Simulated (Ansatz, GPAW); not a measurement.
Given: the input of a run of GPAW 26.7.0 (ASE script) on BP. 

run.py

```python
from ase import Atoms
from ase.dft.bandgap import bandgap
from ase.io import write
from ase.units import GPa
from gpaw import GPAW, PW

atoms = Atoms(['P', 'B'],
              cell=[[0.0, 2.269, 2.269],
                    [2.269, 0.0, 2.269],
                    [2.269, 2.269, 0.0]],
              scaled_positions=[[0.75, 0.75, 0.75],
                                [0.0, 0.0, 0.0]],
              pbc=True)

calc = GPAW(mode=PW(800),
            xc='PBE',
            kpts={'size': (10, 10, 10), 'gamma': True},
            occupations={'name': 'methfessel-paxton', 'order': 0, 'width': 0.017},
            nbands=11,
            convergence={'density': 1e-05, 'energy': 1e-05},
            maxiter=150,
            txt='gpaw.txt')
atoms.calc = calc
energy = atoms.get_potential_energy()
forces = atoms.get_forces()
stress = atoms.get_stress()
calc.write('gs.gpw')
write('result.traj', atoms)
print(f'Energy: {energy:.6f} eV')
print('Forces (eV/A):')
print(forces.round(4))
print('Stress (GPa):', (stress / GPa).round(3))
print('Fermi level:', round(calc.get_fermi_level(), 4), 'eV')
print(f'Gap: {bandgap(calc)[0]:.4f} eV, direct: {bandgap(calc, direct=True)[0]:.4f} eV')
```

Potentials or basis: GPAW PAW data sets (gpaw-data 1.2.1), pw.

Command:

```sh
$ OMP_NUM_THREADS=1 python run.py
```

Q: What does the same run look like in Ansatz 0.2.0? Potentials or basis there: Ansatz PAW, cutoff 420 eV.

A: As run (cutoffs and basis follow the program's own potentials, and thresholds, step limits or extra output files can differ):

The input input.yaml:

```yaml
crystal:
  lattice:
    - [0.0, 2.269, 2.269]
    - [2.269, 0.0, 2.269]
    - [2.269, 2.269, 0.0]
  atoms:
    - { symbol: P, position: [0.75, 0.75, 0.75] }
    - { symbol: B, position: [0.0, 0.0, 0.0] }
hamiltonian:
  xc: pbe
  pseudopotentials: { kind: paw }
kpoints:
  mp_grid: { grid: [10, 10, 10] }
scf:
  occupations: { method: gaussian, width: 0.017 }
output:
  forces: true
  stress: true
  eigenvalues: true
```

Potentials or basis: Ansatz PAW.

The run is started by

```console
$ ansatz run input.yaml --threads 2 --pin off --max-ram 5632MiB --backend cpu --events-out ev --progress --plain --runs-dir out
```

Both were run:

|  | GPAW | Ansatz |
| --- | --- | --- |
| Pressure | 1.4 GPa | 1.1 GPa |

Ansatz's pressure holds a Pulay term of +0.13 GPa for its cutoff of 420 eV, which the other run lacks.

Where Ansatz's input types no cutoff or centring, it takes its own default and a Γ-centred mesh.

Pressure is positive in compression.
